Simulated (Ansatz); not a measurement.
# LiBr: strong compression

An exercise on one series of results from a longer session: the logs are not shown, and one member is left open.

Program: Ansatz 0.2.0. Level of theory: DFT PBE, with the methods named in each step. These are calculated values, not measurements.

1 further run of the same task is left out (it didn't finish).

**The system as given**

The structure is cubic, space group Fm-3m (No. 225). The conventional cell has a = 5.501 Å, b = 5.501 Å, c = 5.501 Å, α = 90.00°, β = 90.00°, γ = 90.00°. Li (site symmetry m-3m) has 6 Br at 2.75 Å as nearest neighbours. Around Br (site symmetry m-3m) lie 6 Li at 2.75 Å.

As a file:

```
CELL_PARAMETERS angstrom
0.00000 2.75065 2.75065
2.75065 0.00000 2.75065
2.75065 2.75065 0.00000
ATOMIC_POSITIONS crystal
Li 0.00000 0.00000 0.00000
Br 0.50000 0.50000 0.50000
```

Whether this phase is the stable one at these pressures isn't tested.

Atoms are numbered in the order of the input: Li1, Br2.

Set-up of the first run:

input.yaml

```yaml
crystal:
  lattice:
    - [0.0, 2.75065, 2.75065]
    - [2.75065, 0.0, 2.75065]
    - [2.75065, 2.75065, 0.0]
  atoms:
    - { symbol: Li, position: [0.0, 0.0, 0.0] }
    - { symbol: Br, position: [0.5, 0.5, 0.5] }
kpoints:
  mp_grid: { grid: [9, 9, 9] }
  band_path:
    path:
      - [0.0, 0.0, 0.0]
      - [0.5, 0.0, 0.5]
      - [0.625, 0.25, 0.625]
      - [0.375, 0.375, 0.75]
      - [0.0, 0.0, 0.0]
      - [0.5, 0.5, 0.5]
      - [0.5, 0.25, 0.75]
      - [0.5, 0.0, 0.5]
    npoints: 14
scf:
  occupations: { method: fermi_dirac, width: 0.03 }
hamiltonian:
  xc: pbe
  pseudopotentials: { kind: all_electron, lapw: { basis_error: 0.001 } }
output:
  forces: true
  stress: true
  eigenvalues: true
  populations: true
```

Run with:

```console
ansatz run input.yaml --threads 1 --pin off --max-ram 2048MiB --backend cpu --events-out ev --progress --plain --runs-dir out
```

Steps of the session up to this table: The reference volume, LAPW; Volume scaled by 1, PAW; Volume scaled by 0.85, LAPW; Volume scaled by 0.85, PAW; Volume scaled by 0.8, LAPW; Volume scaled by 0.8, PAW; Volume scaled by 0.65, LAPW; Volume scaled by 0.65, PAW.

One of the session's tables, all rows but one given; the rest of the session is left out.

```
method  volume over the first  volume (Å³/atom)  pressure (GPa)  gap (eV)
  LAPW                      1            20.812            0.14      4.93
  LAPW                   0.85                 ?               ?         ?
  LAPW                    0.8            16.649            9.66      5.71
  LAPW                   0.65            13.528           28.93      5.74
   PAW                      1            20.812            0.14      4.93
   PAW                   0.85            17.690            6.23      5.69
   PAW                    0.8            16.649            9.69      5.70
   PAW                   0.65            13.528           29.01      5.73
```

Estimate the missing values for LAPW, 0.85.

As computed: volume (Å³/atom): 17.690; pressure (GPa): 6.22; gap (eV): 5.69.
